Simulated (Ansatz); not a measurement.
An input for the plane-wave PAW code Ansatz:

```yaml
crystal:
  lattice:
    - [0.0, 2.4984643903, 2.4984643903]
    - [2.4984643903, 0.0, 2.4984643903]
    - [2.4984643903, 2.4984643903, 0.0]
  atoms:
    - { symbol: Ho, position: [0.0, 0.0, 0.0], spin: 4.0 }
basis:
  ecutwfc: 420
  ecutrho_ratio: 4
kpoints:
  mp_grid: { grid: [14, 14, 14] }
hamiltonian:
  xc: pbe
scf:
  occupations: { method: gaussian, width: 0.05 }
output:
  forces: true
  stress: true
  eigenvalues: true
  populations: true
magnetization:
  spin_polarized: true
```

At room temperature and ambient pressure Ho is hcp.

Output, machine lines left out:

```
Ho: projections on atomic orbitals take those of the free atom [Kr 4d10] 4f11 5s2 5p6 5d0 6s2, of charge +0.00 (hamiltonian.pseudopotentials.projection_atoms); the dataset's partial waves leave at most 4.5e-4 of an orbital's norm unspanned inside its sphere
Pseudopotentials: kind: paw
Pseudopotential: Ho, paw, valence charge 21, recommended cutoff 420 eV (normal), Ho.paw.azcp
Crystal: 1 atoms, lattice volume = 31.192 Å³
Basis set: ecut = 420 eV, 609 PW (Γ), exchange–correlation on 48×48×48 points (8 copies of the dense FFT grid, shifted against one another)
Bands: 17, of which v1, the nominal top of the filled ones, is band 11 counted from 1 (10 counted from 0)
Symmetry: 48 space group operations
Space group: Fm-3m (ITA 225), of the structure as read, at distance tolerance 3.1e-5 Å
Magnetic group: BNS 225.116 (UNI 1618), of the structure as read, at distance tolerance 3.1e-5 Å
k-points: 104 of 2744
Initial density: superposition of atomic densities (chi_scale 0.1, normalization cell)
Initial wavefunctions: pseudopotential atomic-orbital guess
Functional: x = pbe(κ = 0.804, μ = 0.21951), c = pbe(β = 0.06672)
```

SCF trace (energy estimate counted from the last row; the run made several SCF loops, for ionic steps, more bands or searches for a lower state, numbered loop.iteration):
| iteration | ΔE (eV) | density residual (eV) | M (μB) |
| --- | --- | --- | --- |
| 1.1 | 0.229 | 2.09e-1 | 3.487 |
| 1.2 | 0.617 | 5.56e-2 | 3.464 |
| 1.3 | 0.608 | 4.32e-2 | 3.434 |
| 1.4 | 0.715 | 1.72e-3 | 3.384 |
| 1.5 | 0.710 | 2.86e-2 | 3.435 |
| 1.6 | 0.138 | 5.64e-2 | 3.559 |
| 1.7 | 0.047 | 8.42e-2 | 3.531 |
| 1.8 | -0.058 | 1.42e-1 | 3.586 |
| 1.9 | 0.076 | 3.80e-3 | 3.568 |
| 1.10 | 0.079 | 6.13e-4 | 3.581 |
| 1.11 | 0.078 | 1.34e-4 | 3.584 |
| 1.12 | 0.078 | 1.05e-5 | 3.580 |
| 1.13 | 0.078 | 1.16e-6 | 3.578 |
| … | … | … | … |
| 2.16 | 0.000 | 3.62e-8 | 3.472 |
| 2.17 | 0.000 | 1.60e-8 | 3.472 |
| 2.18 | 0.000 | 2.40e-9 | 3.471 |
| 2.19 | 0.000 | 1.57e-9 | 3.471 |

```
SCF 2 converged in 19 iterations: F = -11319.243464 eV  dr2 = 1.57e-9
SCF converged after 19 iterations
Magnetization: 3.4713 μB (12.2356 up, 8.7644 down)
Absolute magnetization: 3.5231 μB (∫|ρ↑−ρ↓|, with the PAW one-centre terms)
Per-site moments (μB) at R_I (Å): [(3.48840, 1.45751)]
Free energy (F): -11319.243464 eV
E sigma→0 (E₀):  -11319.240746 eV
Entropy (-TS):   -0.005436 eV (-5.436 meV/atom)
Fermi energy:    12.595004 eV
--- Per-component energies (eV) ---
  E_band       = 12.833444
  E_kinetic    = 367.877679
  E_local      = -3863.574953  (includes V_loc(G=0)·N_el)
  E_nonlocal   = 633.308443
  E_hartree    = 1656.148866
  E_xc         = -193.183120
  E_vxc        = -221.447136  (∫ρ·V_xc dr)
  E_paw        = -7006.526379  (= ΣΔE_a)
  E_vpaw       = -215.631567  (= ΣTr[D̂ρ^β])
  E_aug_tail   = 0.000035  (compensation charges beyond the density's cutoff)
  E_ewald      = -2913.288600
  E_smearing   = -0.005436  (= −TS)
--- Forces (eV/Å), atoms counted from 1 ---
  atom   1  Ho     0.00000000     0.00000000     0.00000000
--- Stress (GPa, compression-positive) ---
        2.468924       0.000000       0.000000
        0.000000       2.468924       0.000000
        0.000000       0.000000       2.468924
  P = ⅓ Tr σ = 2.4689 GPa (24.689 kbar)
--- Löwdin populations: 1 site ---
  site symbol       q [e]    m [muB]
     0     Ho     20.9761     3.4635
```

In short (PBE): pressure 2.5 GPa, gap on the mesh zero (metallic), site spin moments Ho 3.49 μB.

Without a U the open 4f shell is pinned at the Fermi level, an artefact: in the real crystal it splits into occupied and empty levels away from it, and its large orbital moment is missing here. These numbers lack spin–orbit coupling. The run wasn't fully tested for a lower electronic state. The order of the orbitals lowers the symmetry: the run keeps 24 of the 48 point operations that the cell and its moments have. Site moments are of spin, integrated over atomic spheres.

The state of the open shells isn't shown to be the lowest, and forces and pressures are less sure for it.
